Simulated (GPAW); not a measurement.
Runs of GPAW 26.7.0 on LiH. The structure is cubic, space group Fm-3m (No. 225). The conventional cell has a = 4.074 Å, b = 4.074 Å, c = 4.074 Å, α = 90.00°, β = 90.00°, γ = 90.00°. Li (site symmetry m-3m) is surrounded by 6 H at 2.04 Å. Around H (site symmetry m-3m) lie 6 Li at 2.04 Å. 

```tsv
task	level	potentials or basis	k mesh	cutoff (eV)	maxiter	band path	band points	ranks	gap on the mesh (eV)	pressure (GPa)
band structure	LDA	the program's PAW data sets (release 1.2.1) made for this functional, pw	11 × 11 × 11	800	150	GXWKGLUWLK,UX	100	-	2.83	(c)
band structure	PBE	GPAW PAW data sets (gpaw-data 1.2.1), pw	11 × 11 × 11	800	150	GXWKGLUWLK,UX	100	-	3.19	(b)
band structure	PBEsol	PAW data sets generated in the run's folder for this functional, pw	11 × 11 × 11	800	150	GXWKGLUWLK,UX	100	-	2.98	(a)
single point	TB-mBJ	GPAW PAW data sets for LDA (gpaw-data 1.2.1), pw	12 × 12 × 12	800	150	-	-	-	4.69	-
single point	PBE0	GPAW PAW data sets (gpaw-data 1.2.1), pw	8 × 8 × 8	600	60	-	-	8	4.66	-
```

Alike in all rows: no spin polarisation; cell as given; smearing fermi-dirac 0.05 eV.

Estimate the missing entries.

(a) -2.2; (b) -1.2; (c) -3.4.

Caveats: the mesh misses the band edges, which the band path finds closer together (some runs); the PAW data sets were made with another functional, which shifts forces and pressure a little (some runs); a model potential gives levels but no total energy (some runs).
